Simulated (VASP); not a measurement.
# Si (Fd-3m) in VASP: settings compared

The runs below take Si through relaxation of the atoms, relaxation of cell and atoms, single point, with r2SCAN, LDA.

All numbers are computed with VASP 6.6.1; they aren't measurements. Logs are shortened: lines on timing, memory, paths and dates and some standing lists are left out, and cuts for length are marked.

## 1. Starting point

Symmetry: Fd-3m, No. 227, cubic system. Conventional cell: a = 5.427 Å, b = 5.427 Å, c = 5.427 Å, α = 90.00°, β = 90.00°, γ = 90.00°. Around Si (site symmetry -43m) lie 4 Si at 2.35 Å.

## 2. Relaxation of the atoms, r2SCAN (a relaxed cell with its volume scaled by 1.04)

The input, INCAR:

```
PREC = Accurate
ENCUT = 600
EDIFF = 1E-7
ISMEAR = 0
SIGMA = 0.03
LREAL = F
LASPH = T
NELM = 80
ALGO = Normal
ISIF = 2
LWAVE = F
LCHARG = F
METAGGA = R2SCAN
LMIXTAU = T
IBRION = 2
NSW = 40
EDIFFG = -0.01
```

The input, KPOINTS:

```
regular mesh
0
Gamma
  10 10 10
```

The input, POSCAR:

```
Si                                      
1.0
    0.0000000000      2.7555884605      2.7555884605
    2.7555884605      0.0000000000      2.7555884605
    2.7555884605      2.7555884605      0.0000000000
  Si            
     2
Direct
     0.7500000000000000    0.7500000000000000    0.7500000000000000
     0.5000000000000000    0.5000000000000000    0.5000000000000000
```

Potentials or basis: VASP PAW PBE potentials, release 64 (Si).

Run with:

```console
> cat potpaw_PBE.64/Si/POTCAR > POTCAR
> mpirun -np 1 vasp_std > vasp.out
```

OUTCAR:

```text
PREC = Accurate
   ENCUT = 600
   EDIFF = 1E-7
   ISMEAR = 0
   LREAL = F
   LASPH = T
   NELM = 80
   ISIF = 2
   METAGGA = R2SCAN
   IBRION = 2
   NSW = 40
   EDIFFG = -0.01

 ion  position               nearest neighbor table
   1  0.750  0.750  0.750-   2 2.39   2 2.39   2 2.39   2 2.39
   2  0.500  0.500  0.500-   1 2.39   1 2.39   1 2.39   1 2.39

  LATTYP: Found a face centered cubic cell.
 ALAT       =     5.5111769210

  Lattice vectors:

 A1 = (   0.0000000000,   2.7555884605,   2.7555884605)
 A2 = (   2.7555884605,   0.0000000000,   2.7555884605)
 A3 = (   2.7555884605,   2.7555884605,   0.0000000000)

Analysis of symmetry for initial positions (statically):
=====================================================================
 Subroutine PRICEL returns:
 Original cell was already a primitive cell.

 Routine SETGRP: Setting up the symmetry group for a
 face centered cubic supercell.

 Subroutine GETGRP returns: Found 48 space group operations
 (whereof 24 operations were pure point group operations)
 out of a pool of 48 trial point group operations.

The static configuration has the point symmetry T_d .
 The point group associated with its full space group is O_h .

Analysis of symmetry for dynamics (positions and initial velocities):
=====================================================================
 Subroutine PRICEL returns:
 Original cell was already a primitive cell.

 Routine SETGRP: Setting up the symmetry group for a
 face centered cubic supercell.

 Subroutine GETGRP returns: Found 48 space group operations
 (whereof 24 operations were pure point group operations)
 out of a pool of 48 trial point group operations.

The dynamic configuration has the point symmetry T_d .
 The point group associated with its full space group is O_h .

 Subroutine INISYM returns: Found 48 space group operations
 (whereof 24 operations are pure point group operations),
 and found     1 'primitive' translations

----------------------------------------------------------------------------------------

                                     Primitive cell

  volume of cell :      41.8478

  direct lattice vectors                    reciprocal lattice vectors
     0.000000000  2.755588460  2.755588460    -0.181449446  0.181449446  0.181449446
     2.755588460  0.000000000  2.755588460     0.181449446 -0.181449446  0.181449446
     2.755588460  2.755588460  0.000000000     0.181449446  0.181449446 -0.181449446

  length of vectors
     3.896990573  3.896990573  3.896990573     0.314279660  0.314279660  0.314279660

  position of ions in fractional coordinates (direct lattice)
     0.750000000  0.750000000  0.750000000
     0.500000000  0.500000000  0.500000000

  ion indices of the primitive-cell ions
   primitive index   ion index
                 1           1
                 2           2

----------------------------------------------------------------------------------------

 KPOINTS: regular mesh

Automatic generation of k-mesh.
 Grid dimensions read from file:
 generate k-points for:   10   10   10

 Generating k-lattice:

  Cartesian coordinates                     Fractional coordinates (reciprocal lattice)
    -0.018144945  0.018144945  0.018144945     0.100000000  0.000000000  0.000000000
     0.018144945 -0.018144945  0.018144945     0.000000000  0.100000000  0.000000000
     0.018144945  0.018144945 -0.018144945     0.000000000  0.000000000  0.100000000

  Length of vectors
     0.031427966  0.031427966  0.031427966

  Shift w.r.t. Gamma in fractional coordinates (k-lattice)
     0.000000000  0.000000000  0.000000000

 Subroutine IBZKPT returns following result:
 ===========================================

 Found     47 irreducible k-points:

 Following reciprocal coordinates:
            Coordinates               Weight
  0.000000  0.000000  0.000000      1.000000
  0.100000  0.000000  0.000000      8.000000
  0.200000  0.000000  0.000000      8.000000
  0.300000  0.000000  0.000000      8.000000
  0.400000  0.000000  0.000000      8.000000
  0.500000  0.000000  0.000000      4.000000
[... 16 lines left out ...]
  0.300000  0.300000  0.000000      6.000000
  0.400000  0.300000  0.000000     24.000000
 [... further k-points ...]
   k-points           NKPTS =     47   k-points in BZ     NKDIM =     47   number of bands    NBANDS=      8
   number of dos      NEDOS =    301   number of ions     NIONS =      2
   total plane-waves  NPLWV =  32768
   dimension x,y,z NGX =    32 NGY =   32 NGZ =   32
   dimension x,y,z NGXF=    64 NGYF=   64 NGZF=   64
   ions per type =               2
   NGX,Y,Z   is equivalent  to a cutoff of  13.65, 13.65, 13.65 a.u.
   NGXF,Y,Z  is equivalent  to a cutoff of  27.30, 27.30, 27.30 a.u.
 SYSTEM =  unknown system
   PREC   = accura    normal or accurate (medium, high low for compatibility)
   ISTART =      0    job   : 0-new  1-cont  2-samecut
   ICHARG =      2    charge: 1-file 2-atom 10-const
   ISPIN  =      1    spin polarized calculation?
   LNONCOLLINEAR =      F non collinear calculations
   LSORBIT =      F    spin-orbit coupling
   LASPH  =      T    aspherical Exc in radial PAW
   ENCUT  =  600.0 eV  44.10 Ry    6.64 a.u.   7.78  7.78  7.78*2*pi/ulx,y,z
   NELM   =     80;   NELMIN=  2; NELMDL= -5     # of ELM steps
   EDIFF  = 0.1E-06   stopping-criterion for ELM
   LREAL  =      F    real-space projection
   EDIFFG = -.1E-01   stopping-criterion for IOM
   NSW    =     40    number of steps for IOM
   IBRION =      2    ionic relax: 0-MD 1-quasi-New 2-CG
   NFREE  =      1    steps in history (QN), initial steepest desc. (CG)
   ISIF   =      2    stress and relaxation
   ISYM   =      2    0-nonsym 1-usesym 2-fastsym
   POTIM  = 0.5000    time-step for ionic-motion
   TEBEG  =    0.0;   TEEND  =   0.0 temperature during run
   PSTRESS=    0.0 pullay stress
   NELECT =       8.0000    total number of electrons
   NUPDOWN=      -1.0000    fix difference up-down
   EMIN   =  10.00;   EMAX   =-10.00  energy-range for DOS
   EFERMI =   0.00;   METHOD = LEGACY
   ISMEAR =     0;   SIGMA  =   0.03  broadening in eV -4-tet -1-fermi 0-gaus
   EFERMI_NEDOS =   21; number of points for ismear=-14 and -15
   IALGO  =     38    algorithm
   IMIX   =      4    mixing-type and parameters
     AMIX     =   0.40;   BMIX     =  1.00
     AMIX_MAG =   1.60;   BMIX_MAG =  1.00
  volume/ion in A,a.u.               =      20.92       141.20
  Fermi-wavevector in a.u.,A,eV,Ry     =   0.943077  1.782157 12.100942  0.889394
  Thomas-Fermi vector in A             =   2.070749
   LORBIT       =      0    0 simple, 1 ext, 2 COOP (PROOUT), +10 PAW based schemes
   METAGGA = R2SCAN    functional components
   LHFCALC =     F    Hartree Fock is set to
   AEXX    =    0.0000 exact exchange contribution
   IVDW    =     0    specifies the selected vdW correction
   LEPSILON=     F    determine dielectric tensor
   LRPA    =     F    only Hartree local field effects (RPA)
 conjugate gradient relaxation of ions
 non-spin polarized calculation
 Gauss-broadening in eV      SIGMA  =   0.03
  energy-cutoff  :      600.00
  volume of cell :       41.85
 maximum number of plane-waves:      1411
   NGX = 15   NGY = 15   NGZ = 15

 number of electron       8.0000000 magnetization

 Free energy of the ion-electron system (eV)
  ---------------------------------------------------
  ext. energy  EPLUGINS =         0.00000000
  ---------------------------------------------------
  free energy    TOTEN  =       -17.53139507 eV

  energy without entropy =      -17.53139507  energy(sigma->0) =      -17.53139507

 E-fermi :   5.4299     XC(G=0):  -9.6803

 val. band max:        5.2970372575   @ k =   0.0000   0.0000   0.0000
 cond. band min:       6.1477168834   @ k =   0.4000   0.4000   0.0000
 fundamental gap:      0.8506796259
 Fermi energy:         5.4299273779

 k-point     1 :       0.0000    0.0000    0.0000
  band No.  band energies     occupation
      1      -6.9207      2.00000
      2       5.2970      2.00000
      3       5.2970      2.00000
      4       5.2970      2.00000
      5       8.0340      0.00000
      6       8.0340      0.00000
      7       8.0340      0.00000
      8       8.7476      0.00000

 k-point     2 :       0.1000    0.0000    0.0000
  band No.  band energies     occupation
      1      -6.7880      2.00000
      2       4.1368      2.00000
      3       5.0969      2.00000
      4       5.0969      2.00000
      5       8.0407      0.00000
      6       8.3300      0.00000
      7       8.3300      0.00000
      8       9.7134      0.00000

 k-point     3 :       0.2000    0.0000    0.0000
  band No.  band energies     occupation
      1      -6.3966      2.00000
      2       2.2422      2.00000
      3       4.7076      2.00000
      4       4.7076      2.00000
      5       7.6924      0.00000
      6       8.8572      0.00000
      7       8.8572      0.00000
      8      11.5531      0.00000

 k-point     4 :       0.3000    0.0000    0.0000
  band No.  band energies     occupation
      1      -5.7750      2.00000
      2       0.4271      2.00000
      3       4.3612      2.00000
      4       4.3612      2.00000
      5       7.3346      0.00000
      6       9.0631      0.00000
      7       9.0631      0.00000
      8      13.2581      0.00000

 k-point     5 :       0.4000    0.0000    0.0000
  band No.  band energies     occupation
      1      -5.0262      2.00000
      2      -1.0653      2.00000
      3       4.1397      2.00000
      4       4.1397      2.00000
      5       7.0953      0.00000
      6       8.9704      0.00000
      7       8.9704      0.00000
      8      13.6514      0.00000

 k-point     6 :       0.5000    0.0000    0.0000
  band No.  band energies     occupation
      1      -4.5810      2.00000
      2      -1.7618      2.00000
      3       4.0647      2.00000
      4       4.0647      2.00000
      5       7.0127      0.00000
      6       8.9017      0.00000
      7       8.9017      0.00000
      8      13.5561      0.00000

 k-point     7 :       0.1000    0.1000    0.0000
  band No.  band energies     occupation
      1      -6.7434      2.00000
      2       4.3293      2.00000
      3       4.7213      2.00000
      4       4.7213      2.00000
      5       7.6774      0.00000
      6       8.8330      0.00000
      7       8.8330      0.00000
      8       9.6051      0.00000
[... 133 lines left out ...]
 k-point    20 :      -0.4000    0.2000    0.0000
  band No.  band energies     occupation
      1      -4.1814      2.00000
      2      -1.5242      2.00000
      3       1.8555      2.00000
      4       3.5530      2.00000
      5       7.6148      0.00000
      6      10.1685      0.00000
      7      10.3820      0.00000
      8      13.2317      0.00000

 k-point    21 :      -0.3000    0.2000    0.0000
  band No.  band energies     occupation
      1      -4.8326      2.00000
      2      -0.5378      2.00000
      3       1.8437      2.00000
      4       3.9532      2.00000
      5       7.9975      0.00000
      6      10.0840      0.00000
      7      10.1846      0.00000
      8      12.3288      0.00000

 k-point    22 :      -0.2000    0.2000    0.0000
  band No.  band energies     occupation
      1      -5.5556      2.00000
      2       0.7142      2.00000
      3       2.3080      2.00000
      4       4.4277      2.00000
      5       8.4010      0.00000
      6       9.5097      0.00000
      7       9.8719      0.00000
      8      11.3384      0.00000

 k-point    23 :       0.3000    0.3000    0.0000
  band No.  band energies     occupation
      1      -5.3497      2.00000
      2       0.7520      2.00000
      3       3.0412      2.00000
      4       3.0412      2.00000
      5       6.4087      0.00000
      6       8.0344      0.00000
      7      12.2303      0.00000
      8      12.2303      0.00000

 k-point    24 :       0.4000    0.3000    0.0000
  band No.  band energies     occupation
      1      -4.7292      2.00000
      2      -0.2756      2.00000
      3       2.4311      2.00000
      4       2.8309      2.00000
      5       6.6049      0.00000
      6       7.8501      0.00000
      7      12.5434      0.00000
      8      12.6820      0.00000

 [... further k-points ...]
[... 5 lines left out ...]
  --------------------------------------------------------------------------------------
  -------------------------------------------------------------------------------------
  Total       -0.9165239     -0.9165239     -0.9165239     -0.0000000     -0.0000000     -0.0000000
  in kB      -35.0898346    -35.0898346    -35.0898346     -0.0000000     -0.0000000     -0.0000000
  external PRESSURE =     -35.0898346 kB  Pullay stress =       0.0000000 kB

 VOLUME and BASIS-vectors are now :
 -----------------------------------------------------------------------------
  energy-cutoff  :      600.00
  volume of cell :       41.85
      direct lattice vectors                 reciprocal lattice vectors
     0.000000000  2.755588460  2.755588460    -0.181449446  0.181449446  0.181449446
     2.755588460  0.000000000  2.755588460     0.181449446 -0.181449446  0.181449446
     2.755588460  2.755588460  0.000000000     0.181449446  0.181449446 -0.181449446

 POSITION                                       TOTAL-FORCE (eV/Angst)
 -----------------------------------------------------------------------------------
      4.13338      4.13338      4.13338        -0.000000     -0.000000     -0.000000
      2.75559      2.75559      2.75559         0.000000      0.000000      0.000000
 -----------------------------------------------------------------------------------
    total drift:                               -0.000000     -0.000000     -0.000000

  FREE ENERGIE OF THE ION-ELECTRON SYSTEM (eV)
  ---------------------------------------------------
  free  energy   TOTEN  =       -17.5313950711 eV

  energy  without entropy=      -17.5313950711  energy(sigma->0) =      -17.53139507

 reached required accuracy - stopping structural energy minimisation
```

Run time: 45 s. Hardware: 1 thread of Intel Xeon Platinum 8488C (Sapphire Rapids), shared host; peak memory 0.18 GiB.

Results:

```
Free energy             : -17.5314 eV
Pressure after relaxing : -3.5 GPa
Band gap on the k mesh  : 0.85 eV, indirect (least direct gap 2.74 eV)
```

Final structure:
```
Si
1.0
     0.00000    2.75559    2.75559
     2.75559    0.00000    2.75559
     2.75559    2.75559    0.00000
Si
2
Direct
  0.75000 0.75000 0.75000
  0.50000 0.50000 0.50000
```

Levels at points of the mesh, in eV from the valence-band top:
```tsv
k point	band 1	band 2	band 3	band 4	band 5	band 6	band 7	band 8
(0.00, 0.00, 0.00)	-12.22	0.00	0.00	0.00	2.74	2.74	2.74	3.45
(0.50, 0.00, 0.00)	-9.88	-7.06	-1.23	-1.23	1.72	3.60	3.60	8.26
(0.50, 0.50, 0.00)	-8.01	-8.01	-2.89	-2.89	1.00	1.00	10.48	10.48
```

Caveat: the relaxation stopped at its first step, so nothing moved; the PAW data sets were made with another functional, which shifts forces and pressure a little. A k mesh can miss the band edges.

## 3. Relaxation of the atoms, r2SCAN (a relaxed cell with its volume scaled by 1.06)

INCAR is that of step 2.

KPOINTS is that of step 2.

The input, POSCAR:

```
Si                                      
1.0
    0.0000000000      2.7731404526      2.7731404526
    2.7731404526      0.0000000000      2.7731404526
    2.7731404526      2.7731404526      0.0000000000
  Si            
     2
Direct
     0.7500000000000000    0.7500000000000000    0.7500000000000000
     0.5000000000000000    0.5000000000000000    0.5000000000000000
```

Potentials or basis: VASP PAW PBE potentials, release 64 (Si).

Run with:

```console
> cat potpaw_PBE.64/Si/POTCAR > POTCAR
> mpirun -np 1 vasp_std > vasp.out
```

It took 40 s on 1 thread of Intel Xeon Platinum 8488C (Sapphire Rapids), shared host; peak memory 0.17 GiB.

It converged, with:

```
Free energy             : -17.5099 eV
Pressure after relaxing : -5.0 GPa
Band gap on the k mesh  : 0.88 eV, indirect (least direct gap 2.73 eV)
```

Final structure:
```
Si
1.0
     0.00000    2.77314    2.77314
     2.77314    0.00000    2.77314
     2.77314    2.77314    0.00000
Si
2
Direct
  0.75000 0.75000 0.75000
  0.50000 0.50000 0.50000
```

Levels at points of the mesh, in eV from the valence-band top:
| k point | band 2 | band 3 | band 4 | band 5 | band 6 | band 7 |
| --- | --- | --- | --- | --- | --- | --- |
| (0.00, 0.00, 0.00) | 0.00 | 0.00 | 0.00 | 2.73 | 2.73 | 2.73 |
| (0.50, 0.00, 0.00) | -6.97 | -1.21 | -1.21 | 1.64 | 3.61 | 3.61 |
| (0.50, 0.50, 0.00) | -7.95 | -2.84 | -2.84 | 1.03 | 1.03 | 10.31 |

Caveat: the relaxation stopped at its first step, so nothing moved; the PAW data sets were made with another functional, which shifts forces and pressure a little. A k mesh can miss the band edges.

## 4. Relaxation of cell and atoms, LDA, target pressure 7.75 GPa, at which the enthalpy is minimised

The input, INCAR:

```
PREC = Accurate
ENCUT = 600
EDIFF = 1E-6
ISMEAR = 0
SIGMA = 0.03
LREAL = False
LASPH = True
NELM = 80
ALGO = Normal
ISIF = 3
LWAVE = False
LCHARG = False
GGA = CA
IBRION = 2
NSW = 90
EDIFFG = -0.01
PSTRESS = 77.5
```

KPOINTS is that of step 3.

The input, POSCAR:

```
Si
1.0
    0.0000000000      2.7135600000      2.7135600000
    2.7135600000      0.0000000000      2.7135600000
    2.7135600000      2.7135600000      0.0000000000
Si
2
Direct
    0.7500000000      0.7500000000      0.7500000000
    0.5000000000      0.5000000000      0.5000000000
```

Potentials or basis: VASP PAW LDA potentials, release 64 (Si).

Run with:

```console
> cat potpaw_LDA.64/Si/POTCAR > POTCAR
> mpirun -np 1 vasp_std > vasp.out
```

Wall time 28 s (1 thread of Intel Xeon Platinum 8259CL at 2.50GHz (Skylake/Cascade Lake), shared host); peak memory 0.15 GiB.

It converged, with:

```
Free energy                                            : -11.8586 eV
Relaxed volume                                         : 18.39 Å³/atom
Relaxed cell                                           : a = 3.733 Å, b = 3.733 Å, c = 3.733 Å, α = 60.00°, β = 60.00°, γ = 60.00°
Space group after relaxing (to 0.05 Å)                 : Fd-3m (No. 227)
Energy change on relaxing (the enthalpy is what falls) : +29.3 meV/atom
Ionic steps                                            : 4
Pressure after relaxing                                : 7.8 GPa
Band gap on the k mesh                                 : 0.33 eV, indirect (least direct gap 2.56 eV)
```

Step by step:
| step | energy change (eV) | largest force (eV/Å) | pressure (GPa) | volume (Å³) |
| --- | --- | --- | --- | --- |
| 1 | 0.0000 | 0.0000 | -1.26 | 39.96 |
| 2 | 0.3127 | 0.0000 | 20.46 | 33.81 |
| 3 | 0.0557 | 0.0000 | 7.59 | 36.84 |
| 4 | 0.0586 | 0.0000 | 7.80 | 36.78 |

Final structure:
```
Si
1.0
     0.00000    2.63951    2.63951
     2.63951    0.00000    2.63951
     2.63951    2.63951    0.00000
Si
2
Direct
  0.75000 0.75000 0.75000
  0.50000 0.50000 0.50000
```

Levels at points of the mesh, in eV from the valence-band top:
| k point | band 1 | band 2 | band 3 | band 4 | band 5 | band 6 | band 7 | band 8 |
| --- | --- | --- | --- | --- | --- | --- | --- | --- |
| (0.00, 0.00, 0.00) | -12.56 | 0.00 | 0.00 | 0.00 | 2.56 | 2.56 | 2.56 | 4.21 |
| (0.50, 0.00, 0.00) | -10.00 | -7.41 | -1.27 | -1.27 | 1.74 | 3.25 | 3.25 | 7.63 |
| (0.50, 0.50, 0.00) | -8.10 | -8.10 | -3.08 | -3.08 | 0.43 | 0.43 | 10.72 | 10.72 |

Caveat: the cell is relaxed towards a set pressure, so the enthalpy falls and the energy may rise. Zero-point motion and thermal expansion aren't in these numbers.

[end of part 1 of 2]
